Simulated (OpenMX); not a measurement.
CuO (Tenorite) in OpenMX: the effect of biaxial strain

Crystal: CuO (Tenorite).

```
Cu O
1.0
     2.25086   -1.64486    0.00000
     2.25086    1.64486    0.00000
    -0.82613    0.00000    5.05944
Cu O
2 2
Cartesian
  0.7124 -0.8119 2.5297
  1.1254 0.8119 0.0000
  1.5764 0.2727 3.8133
  1.9895 -0.2727 1.2836
```

Alike in all runs:

| Quantity | Value |
| --- | --- |
| Program | OpenMX 3.8.5 |
| Task | band structure |
| Functional | PBE |
| Potentials or basis | OpenMX 2013 PBE set, Cu6.0H-s3p2d2, O6.0-s2p2d1, grid cutoff 500 Ry |
| k mesh | 7 × 7 × 5 |
| Occupations | fermi-dirac, width 0.05 eV |
| Spin | no spin polarisation |

| biaxial strain | pressure (GPa) | largest force (eV/Å) |
| --- | --- | --- |
| -4 % | ? | ? |
| -2 % | 16.4 | 0.91 |
| 0 % | 8.6 | 0.80 |
| 2 % | 2.2 | 0.74 |
| 4 % | -3.3 | 0.71 |

Q: What does the run with biaxial strain -4 % give?

A: Pressure 25.6 GPa; largest force 1.01 eV/Å.

Worked out: A parabola through the other rows of the pressure, of slope -4.71 GPa per % there, extrapolates to 25.2 GPa, against the run's 25.6. A parabola through the other rows of the largest force, of slope -0.083 eV/Å per % there, extrapolates to 1.05 eV/Å, against the run's 1.01.

Caveats: the basis of atomic orbitals isn't converged, which shifts pressures, moduli and gaps; the run has no spin polarisation, though such a crystal can be magnetic; forces of over 1 eV/Å show positions far from the minimum, so gaps and moduli don't describe the material at rest (some runs).
